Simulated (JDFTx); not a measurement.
Here is a JDFTx 1.7.0 (patched build) calculation.

File Zr.in:

```
lattice \
    6.1075948348    -3.0537974174     0.0000000000 \
    0.0000000000     5.2893322829     0.0000000000 \
    0.0000000000     0.0000000000     9.7264203634
coords-type Lattice
ion Zr     0.6621390000     0.3386440000     0.7491820000 1
ion Zr     0.3471260000     0.6825800000     0.2445790000 1

ion-species pseudo/Zr.upf
elec-cutoff 33 264
elec-ex-corr gga-PBE
kpoint-folding 9 9 5
elec-smearing Fermi 0.0018374661
elec-n-bands 18
electronic-SCF nIterations 100 energyDiffThreshold 1e-09
electronic-minimize nIterations 30 energyDiffThreshold 1e-7
converge-empty-states yes
forces-output-coords Cartesian

dump-name run.$VAR
dump End Ecomponents EigStats BandEigs Kpoints Forces Stress
```

Potentials or basis: PseudoDojo-SR-PBE-0.5-standard.

The run is started by

```sh
$ jdftx -c 1 -i Zr.in -o Zr.out
```

**Question.** Estimate the pressure.

**Answer.** 0.6 GPa.

**Question.** What does it give for the band gap on the k mesh?

**Answer.** None (metal or under the smearing width).

Forces in eV/Å, atoms in the order of the input:
```
Zr   0.038  0.027 -0.096
Zr  -0.038 -0.027  0.096
```

Caveat: the empty levels aren't tightly converged.
